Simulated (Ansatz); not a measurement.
# Relaxed lattice of Hf$_{2}$Si against the dispersion correction

Method: plane-wave DFT with PAW (Ansatz; 420 eV, 500 eV for r²SCAN). Each run relaxes cell and atoms to zero pressure from this start:

```
Hf Si
1.0
    -3.27535    3.27535    2.58282
     3.27535   -3.27535    2.58282
     3.27535    3.27535   -2.58282
Hf Si
4 2
Direct
  0.84351 0.65649 0.50000
  0.34351 0.84351 0.18703
  0.15649 0.34351 0.50000
  0.65649 0.15649 0.81297
  0.75000 0.75000 0.00000
  0.25000 0.25000 0.00000
```

The Γ-centred k-mesh is 10×10×10 and the occupation rule is Gaussian smearing, 0.1 eV. The spin treatment is unpolarised.

Lengths are those of the conventional cell, space group I4/mcm.

```csv
dispersion correction,a (Å),c (Å),volume (Å³/atom),gap on mesh (eV)
"PBEsol, none",6.511,5.143,18.17,metal
"PBEsol, D3(BJ)",6.443,5.093,17.62,metal
"PBEsol, D3(BJ)+ATM",6.454,5.101,17.70,metal
"PBEsol, D4",6.489,5.128,17.99,metal
"r2SCAN, none",6.560,5.168,18.53,metal
"r2SCAN, rVV10",6.541,5.155,18.38,metal
```

Cost: 6 runs of about 31 core-minutes in all, on Intel Xeon Processor @ 2.70GHz (shared hosts).